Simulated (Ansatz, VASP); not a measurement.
GaN: VASP beside Ansatz

Contents of INCAR:

```
SYSTEM = GaN
PREC     = Accurate       ! precision mode
ENCUT    = 520            ! plane-wave cutoff, eV
EDIFF    = 1E-7           ! SCF threshold, eV
ISMEAR   = -1             ! smearing method
SIGMA    = 0.05           ! smearing width, eV
LREAL    = .False.        ! projectors in reciprocal space
LASPH    = .True.         ! aspherical terms in the spheres
NELM     = 60             ! most SCF steps
ALGO     = Normal         ! electronic algorithm
ISIF     = 2              ! what is computed and relaxed
LWAVE    = .False.        ! write WAVECAR
LCHARG   = .False.        ! write CHGCAR
GGA      = PE             ! functional
NBANDS   = 16             ! bands
```

The input KPOINTS:

```
regular mesh
0
Gamma
  11 11 11
  0 0 0
```

Contents of POSCAR:

```
GaN
1.0
    0.0000000000      2.1493760412      2.1493760412
    2.1493760412      0.0000000000      2.1493760412
    2.1493760412      2.1493760412      0.0000000000
Ga N
1 1
Direct
    0.0000000000      0.0000000000      0.0000000000
    0.5000000000      0.5000000000      0.5000000000
```

input.yaml

```yaml
crystal:
  lattice:
    - [0.0, 2.1493760412, 2.1493760412]
    - [2.1493760412, 0.0, 2.1493760412]
    - [2.1493760412, 2.1493760412, 0.0]
  atoms:
    - { symbol: Ga, position: [0.0, 0.0, 0.0] }
    - { symbol: "N", position: [0.5, 0.5, 0.5] }
hamiltonian:
  xc: pbe
  pseudopotentials: { kind: paw }
kpoints:
  mp_grid: { grid: [11, 11, 11] }
scf:
  occupations: { method: fermi_dirac, width: 0.05 }
output:
  forces: true
  stress: true
  eigenvalues: true
  write_density: true
  write_potential: true
  elf: true
  volumetric_format: npy
```

Change from the starting cell: volume scaled by 1.02.

Alike in both runs: task single point; functional PBE; k mesh 11 × 11 × 11; occupations fermi-dirac, width 0.05 eV; no spin polarisation.

|  | VASP | Ansatz |
| --- | --- | --- |
| version | VASP 6.6.1 | Ansatz 0.2.0 |
| potentials or method | VASP PAW PBE potentials, release 64 (Ga_d, N) | Ansatz PAW |
| plane-wave cutoff (eV) | 520 | 420 |
| valence electrons in the cell | 18 | 18 |

|  | VASP | Ansatz | Ansatz less VASP |
| --- | --- | --- | --- |
| gap on the k mesh at the Fermi level (eV) | 0.42 | 0.43 | +0.009 |
| least direct gap on the mesh (eV) | 2.13 | 2.13 | -0.001 |
| pressure (GPa) | -3.6 | -4.3 | -0.71 |

Caveats: an odd mesh through Γ misses points on the zone boundary, where band edges often lie (VASP); odd divisions of the mesh miss points on the zone boundary, where band edges often lie, so the gap on the mesh can be too wide (Ansatz); the pressure holds a Pulay correction of +0.6 GPa for the finite cutoff (Ansatz).
